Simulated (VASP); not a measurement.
# NbP under changes of volume

One of the cells (16.425 Å³/atom); the others are scaled copies at fixed shape and fractional positions:

```xyz
4
Lattice="-1.6860 1.6860 5.7781 1.6860 -1.6860 5.7781 1.6860 1.6860 -5.7781" Properties=species:S:1:pos:R:3 pbc="T T T"
Nb    1.6860    0.0000    2.8877
Nb    0.0000    0.0000    5.7767
P     0.0000    1.6860    3.8453
P     0.0000    0.0000    0.9563
```

The cell is a database's computed one.

* Program: VASP 6.6.1
* Functional: PBEsol
* Potentials or basis: VASP PAW PBE potentials, release 64 (Nb_sv, P)
* Cutoff: 520 eV
* k mesh: 11 × 11 × 11
* Occupations: fermi-dirac, width 0.05 eV
* Spin: no spin polarisation

```csv
volume (Å³/atom),energy over the lowest point (meV/atom),pressure (GPa),largest force (eV/Å)
15.137,7.35,5.9,0.041
15.459,0.00,1.3,0.032
15.781,1.48,-2.9,0.024
16.425,27.36,-9.9,0.010
16.747,50.21,-12.9,0.004
17.069,?,?,?
```

Problem. What does the run at 17.069 Å³/atom give?

Solution. Energy over the lowest point 78.75 meV/atom; pressure -15.6 GPa; largest force 0.002 eV/Å.

Worked out: A Birch-Murnaghan fit of order 3 (a polynomial in V^(-2/3)) to the other rows has its minimum at 15.56 Å³/atom with B0 = V·E''(V) = 205 GPa and B' = 4.3 at fixed shape and positions, which overstates the stiffness. It gives 78.77 meV/atom at 17.069 Å³/atom, against the run's 78.75, and -dE/dV = -15.5 GPa, against -15.6.

Energies are extrapolated to zero smearing.

Caveats: the PAW data sets were made with another functional, which shifts forces and pressure a little.
